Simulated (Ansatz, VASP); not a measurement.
# GaN in two plane-wave programs, part 2 of 2

Aim: how closely do two programs agree when they are given the same cell, functional and k mesh?

VASP 6.6.1 and Ansatz 0.2.0.

So far. Step 2 (Ansatz: single point, PBE): The run ends at a pressure of 7.29 GPa, with forces up to 0.14 eV/Å. Step 3 (VASP: single point, PBE): The run ends at a pressure of 7.27 GPa, with forces up to 0.13 eV/Å.

The database entry behind the starting cell differs from later determinations by our own check (about 0.3 % short, ideal inner coordinate), so it need not match the best structure at ambient conditions.

### 7. Ansatz: dielectric response, PBE

Level of this step: Ansatz beside VASP: Kohn-Sham DFT, plane waves, PBE (Ansatz).

The same cell, functional and mesh now go to Ansatz, which takes its cutoff from its data sets.

File input.yaml:

```yaml
crystal:
  lattice:
    - [3.18, 0.0, 0.0]
    - [-1.59, 2.753960784, 0.0]
    - [0.0, 0.0, 5.166]
  atoms:
    - { symbol: Ga, position: [0.6666666667, 0.3333333333, 0.5] }
    - { symbol: Ga, position: [0.3333333333, 0.6666666667, 0.0] }
    - { symbol: "N", position: [0.6666666667, 0.3333333333, 0.875] }
    - { symbol: "N", position: [0.3333333333, 0.6666666667, 0.375] }
hamiltonian:
  xc: pbe
  pseudopotentials: { kind: paw }
kpoints:
  mp_grid: { grid: [11, 11, 6] }
scf:
  occupations: { method: fixed }
dielectric:
  method: response
```

Run with:

```console
$ ansatz run input.yaml --threads 2 --pin off --max-ram 4608MiB --backend cpu --events-out ev --progress --plain --runs-dir out
```

Numbers of over 12 decimals in the logs are rounded to 6 here.

The program printed:

```text
[...]
Crystal: 4 atoms, lattice volume = 45.242 Å³
Basis set: ecut = 420 eV, 881 PW (Γ), exchange–correlation on 48×48×72 points (8 copies of the dense FFT grid, shifted against one another)
Bands: 22, of which v1, the nominal top of the filled ones, is band 18 counted from 1 (17 counted from 0)
Symmetry: 12 space group operations
k-points: 204 of 726 (irreducible under 2 space group operations, time reversal used)
[...]
-0.00000    2.62120   -0.00000
[...]
site 2:
[...]
-0.00000   -0.00000   -2.75185
    site 3:
        -2.62120    0.00000   -0.00000
         0.00000   -2.62120    0.00000
        -0.00000    0.00000   -2.75185
  Z* charge neutrality: 2.828e-3 e pre-enforcement
  solved inside a basis spanned on kpoints, on 12×12×6 k-points, its susceptibility summed on 18×18×10: ε∞ is read to err by 1.8e-2, Z* by 2.4e-2 e (field_mesh: kpoints solves on kpoints); Z* is corrected for what the basis lacks
[key lines of the parts left out:]
SCF converged after 8 iterations
Free energy (F): -8335.796399 eV
Fermi energy:    9.851809 eV
```

Wall time 86 s (2 threads of AMD EPYC 7B13 (Zen 3), shared host); peak memory 1.2 GiB; 2.8 min of CPU time.

### 8. Comparison

What differs besides the data sets and the points named for the pairs above, as far as they apply: VASP's response is taken on the typed mesh, Ansatz refines its own for the field response alone. Total energies have different zeros and are not compared.

The two programs side by side:

```
                                     quantity  Ansatz   VASP  difference
                                        ε∞ xx    5.74   5.70     +0.74 %
                                        ε∞ yy    5.74   5.70     +0.74 %
                                        ε∞ zz    5.88   5.84     +0.65 %
Born charge of Ga1 (mean of the diagonal) (e)    2.66   2.66       +0.01
 Born charge of N3 (mean of the diagonal) (e)   -2.66  -2.66       -0.01
```

### 9. VASP: single point, r2SCAN

With cell and atoms fixed, the geometry can't cause a difference; cores, projectors, grids and the points listed under the comparison can.

File INCAR:

```
SYSTEM = GaN
PREC = Accurate
ENCUT = 520
EDIFF = 1E-07
NELM = 100
ISMEAR = 0
SIGMA = 0.05
LREAL = .FALSE.
ALGO = Normal
METAGGA = R2SCAN
LASPH = .TRUE.
NBANDS = 40
LWAVE = .FALSE.
LCHARG = .FALSE.
KPAR = 4
LOPTICS = .TRUE.
NEDOS = 2000
CSHIFT = 0.15
```

File POSCAR:

```
GaN
1.0
    3.1800000000      0.0000000000      0.0000000000
   -1.5900000000      2.7539607840      0.0000000000
    0.0000000000      0.0000000000      5.1660000000
Ga N
2 2
Direct
    0.6666666667      0.3333333333      0.5000000000
    0.3333333333      0.6666666667      0.0000000000
    0.6666666667      0.3333333333      0.8750000000
    0.3333333333      0.6666666667      0.3750000000
```

File KPOINTS:

```
Automatic mesh
0
Gamma
11 11 6
0 0 0
```

The projector-augmented-wave data sets are Ga_d and N (PBE family, release 64).

Run with:

```console
$ mpirun -np 4 vasp_std
```

The program printed:

```text
[banner, memory and clock lines left out]
running    4 mpi-ranks, on    1 nodes
[...]
|                                                                             |
|               ----> ADVICE to this user running VASP <----                  |
|                                                                             |
|     You enforced a specific xc type in the INCAR file but a different       |
|     [... a line on the potential file left out ...]
|     I HOPE YOU KNOW WHAT YOU ARE DOING!                                     |
|                                                                             |

 LDA part: xc-table for (None), standard interpolation
 POSCAR, INCAR and KPOINTS ok, starting setup
[...]
entering main loop
       N       E                     dE             d eps       ncg     rms          rms(c)
DAV:   1     0.301980188600E+03    0.30198E+03   -0.15121E+04  6792   0.173E+03
DAV:   2    -0.686251198754E+01   -0.30884E+03   -0.27373E+03  5136   0.463E+02
DAV:   3    -0.522833454342E+02   -0.45421E+02   -0.44500E+02  5984   0.117E+02
DAV:   4    -0.536553270700E+02   -0.13720E+01   -0.13702E+01  5960   0.222E+01
[...]
DAV:  15    -0.438166131900E+02   -0.17724E-06   -0.66313E-08  3760   0.352E-03    0.212E-04
DAV:  16    -0.438166133234E+02   -0.13344E-06   -0.18410E-08  3112   0.140E-03    0.113E-04
DAV:  17    -0.438166132699E+02    0.53549E-07   -0.47212E-09  2920   0.506E-04
   1 F= -.43816613E+02 E0= -.43816613E+02  d E =-.187437E-10
 optical routines
 imaginary and real dielectric function
 direction            1
 direction            2
 direction            3
```

Parts of OUTCAR (step 9):

```text
  Total        0.4312451      0.4312451      0.9874775      0.0000000      0.0000000     -0.0000000
  in kB       15.2719839     15.2719839     34.9702318      0.0000000      0.0000000     -0.0000000
  external PRESSURE =      21.8380665 kB  Pullay stress =       0.0000000 kB

 POSITION                                       TOTAL-FORCE (eV/Angst)
 -----------------------------------------------------------------------------------
      1.59000      0.91799      2.58300        -0.000000     -0.000000     -0.137033
     -0.00000      1.83597      0.00000         0.000000      0.000000     -0.137033
      1.59000      0.91799      4.52025        -0.000000     -0.000000      0.137033
     -0.00000      1.83597      1.93725        -0.000000     -0.000000      0.137033
 -----------------------------------------------------------------------------------
    total drift:                                0.000002      0.000004      0.049954

  FREE ENERGIE OF THE ION-ELECTRON SYSTEM (eV)
  ---------------------------------------------------
  free  energy   TOTEN  =       -43.8166132699 eV

  energy  without entropy=      -43.8166132699  energy(sigma->0) =      -43.81661327

[... 1 part as in an earlier step ...]

[... 2 further parts left out ...]
[key lines of the parts left out:]
E-fermi :   5.3618
```

### 10. Ansatz: single point, r2SCAN

The same cell, functional, mesh and smearing now go to Ansatz, which takes its cutoff from its data sets.

input.yaml, the sections that differ from step 7:

```yaml
hamiltonian:
  xc: r2scan
  pseudopotentials: { kind: paw }
scf:
  occupations: { method: gaussian, width: 0.05 }
  n_extra_bands: 5
output:
  forces: true
  stress: true
  eigenvalues: true
# crystal, kpoints: as in step 7
# dielectric: removed
```

Run with:

```console
$ ansatz run input.yaml --threads 2 --pin off --max-ram 4608MiB --backend cpu --events-out ev --progress --plain --runs-dir out
```

The program printed:

```text
[...]
Crystal: 4 atoms, lattice volume = 45.242 Å³
Basis set: ecut = 500 eV, 1129 PW (Γ), exchange–correlation on 96×96×160 points (64 copies of the dense FFT grid, shifted against one another)
Bands: 23, of which v1, the nominal top of the filled ones, is band 18 counted from 1 (17 counted from 0)
Symmetry: 12 space group operations
[...]
k-point 0: bands = [... 14 lower, 8.4823, 9.5168, 9.5752, 9.5752, 11.9582, 14.4330, 19.5833, 20.1805, ... 1 higher]
  k-point 1: bands = [... 14 lower, 8.5522, 8.7218, 9.4986, 9.4986, 12.6246, 14.4861, 19.3775, 20.2090, ... 1 higher]
  k-point 2: bands = [... 14 lower, 8.7454, 8.7454, 9.2919, 9.2919, 13.6635, 14.5629, 18.9550, 19.4097, ... 1 higher]
  k-point 63: bands = [... 14 lower, 5.4191, 5.4191, 8.0050, 8.0050, 16.3990, 16.3990, 17.7415, 17.7415, ... 1 higher]
[key lines of the parts left out:]
SCF converged after 7 iterations
Free energy (F): -8352.771890 eV
Fermi energy:    10.767045 eV
P = ⅓ Tr σ = 1.0752 GPa (10.752 kbar)
```

Elapsed: 5.6 s, on 2 threads; peak memory 0.54 GiB; 11 s of CPU time.

The run ends at a pressure of 1.08 GPa, with forces up to 0.14 eV/Å.

### 11. Differences

What differs besides the data sets and the points named for the pairs above, as far as they apply: VASP keeps PBE cores, Ansatz makes them for the functional; the cutoff is 500 eV in Ansatz and 520 eV in VASP. Total energies have different zeros and are not compared.

Both answers:

```
                                        quantity  Ansatz   VASP  difference
                                  pressure (GPa)    1.08   2.18       -1.11
pressure without Ansatz's Pulay correction (GPa)    0.97   2.18       -1.21
                          gap on the k mesh (eV)   2.383  2.376      +0.007
```

Forces (eV/Å; atoms numbered as in POSCAR):

```
atom        Ansatz x, y, z          VASP x, y, z
 Ga1  0.000, 0.000, -0.142  0.000, 0.000, -0.137
 Ga2  0.000, 0.000, -0.142  0.000, 0.000, -0.137
  N3   0.000, 0.000, 0.142   0.000, 0.000, 0.137
  N4   0.000, 0.000, 0.142   0.000, 0.000, 0.137
```

The forces differ by 2.7 meV/Å r.m.s., which is 3.4 % of the r.m.s. force of 0.08 eV/Å (both taken over all components). A gap on the mesh is an upper bound, since the band edges may lie between its points. Ansatz's pressure holds a Pulay correction of 0.10 GPa; VASP's holds none.

### 12. What the set-up changes

Further runs change the set-up of one program: Ansatz's method, potentials or start, or VASP's data sets, cutoff or form of LDA. The table gives Ansatz less VASP for each quantity, since a change that brings one quantity closer may part another.

```
                                        run  r.m.s. force difference (meV/Å)  pressure (GPa)  gap on the k mesh (eV)  pressure without Ansatz's Pulay correction (GPa)
                                   as above                              2.7            -1.1                  0.0071                                              -1.2
                       cores kept as stored                              2.7            -1.2                   0.010                                              -1.3
   Ansatz's larger PAW set (cutoff 1300 eV)                              2.8           -0.94                   0.025                                                  
norm-conserving potentials (cutoff 1252 eV)                              2.8            -1.2                   0.053                                              -1.2
```

### 13. Summary of results

```
r.m.s. force difference (single point, PBE)    : 1.4 meV/Å
difference in ε∞ xx (dielectric response, PBE) : 0.74 %
difference in pressure (single point, r2SCAN)  : -1.1 GPa
```

What this shows: The difference in pressure is -1.1 GPa (single point, r2SCAN), beyond the 1 GPa picked in this series as the mark of a large difference. Single point, PBE, Ansatz's all-electron LAPW method: r.m.s. force difference goes from 1.4 to 0.99 meV/Å; the difference in pressure goes from 0.016 to -0.082 GPa; the difference in gap on the k mesh goes from -0.0069 to 0.011 eV. Single point, r2SCAN, cores kept as stored: the difference in gap on the k mesh goes from 0.0071 to 0.010 eV. Single point, r2SCAN, Ansatz's larger PAW set (cutoff 1300 eV): the difference in gap on the k mesh goes from 0.0071 to 0.025 eV. Single point, r2SCAN, norm-conserving potentials (cutoff 1252 eV): the difference in gap on the k mesh goes from 0.0071 to 0.053 eV. 1 further run of this series is not shown here. Such differences can come from data sets, numerical settings and the points named under the comparisons, not from the functional's error against experiment.

[Lines on the potential files, build, host, timing and source positions are cut from VASP's logs without a mark.]

[Logs are printed without paths, hosts, clocks, repeated set-up lines and the standing remarks that a program may print on its own settings, such as how far it seeks lower states.]

[Hosts, paths, dates, database ids (printed as entryN), source tags and the programs' standing remarks are cut or masked in the printed files.]
